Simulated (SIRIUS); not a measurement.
Al:

```
Al
1.0
     0.00000    2.02481    2.02481
     2.02481    0.00000    2.02481
     2.02481    2.02481    0.00000
Al
1
Cartesian
  0.0000 0.0000 0.0000
```

Base run:

```yaml
Program: SIRIUS 7.10.0
Functional: RPBE
Potentials_or_basis: PseudoDojo 0.4.1 PBE standard (scalar relativistic)
Cutoff: 557 eV
Density_cutoff: 2229 eV
k_mesh: 11 × 11 × 11
Occupations: fermi-dirac, width 0.05 eV
Spin: no spin polarisation
```

Its results: pressure -0.5 GPa.

The run is repeated on the same cell with these changes: functional from RPBE to LDA; libxc names from ["XC_GGA_X_RPBE", "XC_GGA_C_PBE"] to ["XC_LDA_X", "XC_LDA_C_PW"]. What comes out?

Pressure -1.1 GPa.

Caveats: the potentials were made for another functional, which shifts forces and pressure.

Not every run made on this cell is shown here.
